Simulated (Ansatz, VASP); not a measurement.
**Zn5Cd2Te: VASP beside Ansatz**

```
Zn Cd Te
1.0
     4.21179    0.00000    0.00000
     0.00000    4.21179    0.00000
     0.00000    0.00000    9.07037
Zn Cd Te
5 2 1
Direct
  0.00000 0.50000 0.21614
  0.50000 0.00000 0.78386
  0.50000 0.00000 0.21614
  0.00000 0.50000 0.78386
  0.50000 0.50000 0.00000
  0.00000 0.00000 0.00000
  0.50000 0.50000 0.50000
  0.00000 0.00000 0.50000
```

Change from the starting cell: species swapped into the Al5CuW2 type (P4/mmm, No. 123).

Alike in both runs: functional PBE; k mesh 4 × 4 × 2; occupations gaussian, width 0.2 eV; no spin polarisation.

Ansatz relaxed the structure, and its values are those at the end. VASP's run is a single point on that final structure, the one shown.

|  | VASP | Ansatz |
| --- | --- | --- |
| version | VASP 6.6.1 | Ansatz 0.2.0 |
| potentials or method | VASP PAW PBE potentials, release 64 (Zn, Cd, Te) | scalar-relativistic, plane waves, PAW |
| plane-wave cutoff (eV) | 520 | 420 |
| valence electrons in the cell | 90 | 116 |

|  | VASP | Ansatz | Ansatz less VASP |
| --- | --- | --- | --- |
| gap on the k mesh at the Fermi level (eV) | none | none | - |
| pressure (GPa) | 0.3 | 0.1 | -0.19 |
| rms of the force components (eV/Å) | 0.025 | 0.020 | -0.0047 |

A gap of «none» marks a metal or a gap that the smearing closes. The functional is the same, so the differences come from potentials, cutoffs and numerics. The two sets of potentials don't hold the same shells in valence.

Caveats: the k mesh is coarse (spacing up to 0.37 Å⁻¹), so the values aren't converged. Spin-orbit coupling is left out, which matters for the levels of Te.
